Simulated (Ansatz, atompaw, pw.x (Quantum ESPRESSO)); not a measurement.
**From atom to crystal: PAW (atompaw) potential for manganese**

Mn, PAW, made with atompaw 4.2.0.5 (PBE, scalar-relativistic). Core [Ne], reference 3s2 3p6 3d5 4s2 4p0. Waves: 3s (bound): rc 1.55 bohr; 4s (bound): rc 1.80 bohr; 3p (bound): rc 1.40 bohr; 4p (bound, empty): rc 1.80 bohr; 3d (bound): rc 1.80 bohr; 3d channel at 4.45 Ry: rc 1.80 bohr. Local part: bessel scheme, radius 1.25 bohr. Core correction: smooth core density matched at 1.55 bohr. Augmentation charge: sinc compensation charge, radius 1.65 bohr; PAW radius 1.80 bohr; waves and projectors: custom rrkj vanderbiltortho.

Atomic tests: cutoffs needed: 45 Ry and 80 Ry (the cutoffs (Ry, on a coarse ladder) from which the occupation-weighted sum of valence levels, in a spherical-Bessel basis at the reference potential, stays within 10 and 1 mRy of its value at 400 Ry); ghost test: no extra level below or beside the all-electron valence levels (s, p, d, f tested) (spherical-Bessel basis up to 400 Ry, 20 bohr box); lowest eigenvalue of the overlap operator: 0.08 (p channel).

Crystal test: fcc Mn in pw.x 7.5, no spin, 16³ k-points, Fermi–Dirac smearing 0.01 Ry, cutoffs 100/900 Ry. The reference is all-electron LAPW (Ansatz 0.2.0) with the same functional, mesh and smearing; V0 and B0 come from Birch–Murnaghan fits to the pressures at five volumes. Errors are pseudo minus all-electron; Δ is the rms difference of the E(V) curves that follow from these fits, minima aligned, over ±6 % about the mean V0. Mesh and smearing are coarse, so the numbers serve the comparison and aren't converged zero-temperature values; the lattice is a test structure that the element need not adopt. Spin polarisation and strong correlation are left out, which matters for this element.

```csv
V (Å³/atom),P all-electron (GPa),P pseudo (GPa)
10.233,15.96,26.02
10.503,7.46,16.83
10.772,0.05,8.78
11.041,-6.42,1.73
11.311,-12.07,-4.46
```

All-electron: a0 = 3.506 Å (V0 = 10.77 Å³/atom), B0 = 276.5 GPa.

Pseudopotential: mean pressure error (GPa): +8.79; a0 (Å): 3.542; a0 error (%): +1.04; B0 error (%): -4.9; Δ (meV/atom): 20.0. This is a poor potential for the solid.

Question: At the middle volume, how do free energy and pressure move when the wave cutoff is lowered (ecutrho held at 900 Ry)?

Answer:

| cutoff (Ry) | shift of F (meV/atom) | shift of P (GPa) |
| --- | --- | --- |
| 45 | +211.4 | -3.85 |
| 60 | +74.0 | -1.69 |
| 80 | +8.9 | +0.02 |

The run at the middle volume (145 k-points, 9 iterations) took about 26 s on one core of a shared host (Intel(R) Xeon(R) 6975P-C, 192 threads, 1488 GiB, load 59).
